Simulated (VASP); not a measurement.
A run of VASP 6.6.1 is set up as follows.

File POSCAR:

```
TePb                                    
1.0
    0.0000000000      3.2218515824      3.2218515824
    3.2218515824      0.0000000000      3.2218515824
    3.2218515824      3.2218515824      0.0000000000
  Te              Pb            
     1     1
Direct
     0.5000000000000000    0.5000000000000000    0.5000000000000000
     0.0000000000000000    0.0000000000000000    0.0000000000000000
```

The input INCAR.step1:

```
ALGO = Normal ; EDIFF = 1E-5
ENCUT = 520 ; GGA = PE
ISIF = 2 ; ISMEAR = 0
KPAR = 2 ; LASPH = T
LCHARG = F ; LREAL = F
LWAVE = T ; NBANDS = 17
NELM = 80 ; PREC = Accurate
SIGMA = 0.03
```

The input INCAR.step2:

```
AEXX = 0.25 ; ALGO = Normal
EDIFF = 1E-7 ; ENCUT = 520
GGA = PE ; HFRCUT = -1
ISIF = 2 ; ISMEAR = 0
ISTART = 1 ; KPAR = 2
LASPH = T ; LCHARG = F
LHFCALC = T ; LREAL = F
LWAVE = F ; NBANDS = 17
NELM = 80 ; PREC = Accurate
PRECFOCK = Fast ; SIGMA = 0.03
```

KPOINTS

```
k-points
0
Gamma
  6 6 6
```

Contents of KPOINTS_OPT:

```
explicit points
9
Reciprocal
 0.0000000000  0.0000000000  0.0000000000 1
 0.3750000000  0.3750000000  0.7500000000 1
 0.5000000000  0.5000000000  0.5000000000 1
 0.6250000000  0.2500000000  0.6250000000 1
 0.5000000000  0.2500000000  0.7500000000 1
 0.5000000000  0.0000000000  0.5000000000 1
 0.4000000000  0.0000000000  0.4000000000 1
 0.4250000000  0.0000000000  0.4250000000 1
 0.4500000000  0.0000000000  0.4500000000 1
```

Potentials or basis: VASP PAW PBE potentials, release 64 (Te, Pb_d).

Launch:

```sh
$ cat potpaw_PBE.64/Te/POTCAR potpaw_PBE.64/Pb_d/POTCAR > POTCAR
$ cp INCAR.step1 INCAR
$ mpirun -np 2 vasp_std > vasp.out
$ cp INCAR.step2 INCAR
$ mpirun -np 2 vasp_std > vasp.out
```

Question: Predict the pressure.

Answer: 1.4 GPa.

Question: What does it give for the band gap on the k mesh?

Answer: 1.59 eV, direct.

Question: Estimate the band gap along the path.

Answer: 1.59 eV, direct.

Caveat: the PAW data sets were made with another functional, which shifts forces and pressure a little; spin-orbit coupling is left out, which as a rule narrows the gap of such compounds by several tenths of an eV.

**The experiment to reproduce.**

A printed reference work, monograph reports, for a bulk crystal of TePb at 4.2 K: band gap 0.19 eV (direct).

Measured gap of TePb: 0.19 eV (direct; 4.2 K; a printed reference work, monograph). This calculation gives 1.59 eV (+1.40 eV). So large a miss can be the level of theory's own, or it may mean another phase, state or a wrong row. Spin-orbit coupling on Pb, Te is left out. The value is that of PBE0, without temperature or zero-point motion.
